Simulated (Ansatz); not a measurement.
# KCl (CsCl type): gap against strain (epitaxial in the xy plane)

KCl built on the CsCl prototype, relaxed with r2SCAN in the PAW code Ansatz, then strained (epitaxial in the xy plane; changes of length per length, axes as in the cell below) with the atoms relaxed again within the symmetry that is left. Space group Pm-3m (No. 221), cubic; a = 3.771 Å in the conventional setting, 26.82 Å³ an atom. K is surrounded by 8 Cl at 3.27 Å; Cl is surrounded by 8 K at 3.27 Å. Note: simulated data, non-magnetic, for a generated structure that need not be the stable one.

```
K Cl
1.0
     3.77117    0.00000    0.00000
     0.00000    3.77117    0.00000
     0.00000    0.00000    3.77117
K Cl
1 1
Direct
  0.00000 0.00000 0.00000
  0.50000 0.50000 0.50000
```

Gaps are the least over each mesh (PBE 8×8×8, r2SCAN 8×8×8, HSE06 6×6×6 when unstrained) and the special points, which keep their unstrained names; stress is the change from the unstrained cell, compression positive.

```
strain (%)  free normal strain (%)  gap, PBE (eV)  gap, r2SCAN (eV)  gap, HSE06 (eV)  edges, HSE06  in-plane stress, r2SCAN (GPa)  energy rise, r2SCAN (meV/atom)
     -5.46                   +2.00          5.190             5.942            6.546         M → Γ                          +3.97                            33.1
      -1.2                   +0.33          5.098             5.874            6.439         M → Γ                          +0.75                             1.4
     -0.51                   +0.13          5.061             5.834            6.398         M → Γ                          +0.31                             0.3
       0.0                    0.00          5.030             5.801            6.365         M → Γ                           0.00                             0.0
     +4.44                   -0.78          4.511             5.249            5.817         M → Γ                          -2.21                            17.9
```

Between zero and the nearest strains the slope of the HSE06 gap against strain is -0.064 eV per percent for negative and -0.124 for positive strain.

The meshes of the hybrids are coarse, so their gaps aren't converged to the digits shown.
